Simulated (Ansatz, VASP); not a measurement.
AlCu3: VASP beside Ansatz

```
Cu Al
1.0
     3.63738    0.00000    0.00000
     0.00000    3.63738    0.00000
     0.00000    0.00000    3.63738
Cu Al
3 1
Direct
  0.99622 0.49126 0.51297
  0.51009 0.00439 0.51140
  0.50622 0.50064 0.00781
  0.99868 0.00330 0.00018
```

Change from the starting cell: atoms moved at random, drawn with an rms of 0.05 Å.

Alike in both runs: task single point; functional PBEsol; k mesh 7 × 7 × 7; occupations fermi-dirac, width 0.05 eV; no spin polarisation.

|  | VASP | Ansatz |
| --- | --- | --- |
| version | VASP 6.6.1 | Ansatz 0.2.0 |
| potentials or method | VASP PAW PBE potentials, release 64 (Cu, Al) | Ansatz PAW |
| plane-wave cutoff (eV) | 520 | 420 |
| valence electrons in the cell | 36 | 60 |

VASP gave:

| Item | Value |
| --- | --- |
| gap on the k mesh at the Fermi level (eV) | none |
| pressure (GPa) | 0.1 |
| largest component of the traceless stress (GPa) | 0.14 |
| rms of the force components (eV/Å) | 0.228 |

Question: What did Ansatz give for the same quantities?

Answer: gap on the k mesh at the Fermi level (eV): none; pressure (GPa): -0.4; largest component of the traceless stress (GPa): 0.14; rms of the force components (eV/Å): 0.227.

Atom by atom the forces differ by 0.001 eV/Å (rms over components). A gap of «none» marks a metal or a gap that the smearing closes. The two sets of potentials don't hold the same shells in valence.

Caveats: the PAW data sets were made with another functional, which shifts forces and pressure a little (VASP); the PAW data sets come from PBE, with cores solved anew for the run's functional, which leaves a small shift of forces and pressure (Ansatz).
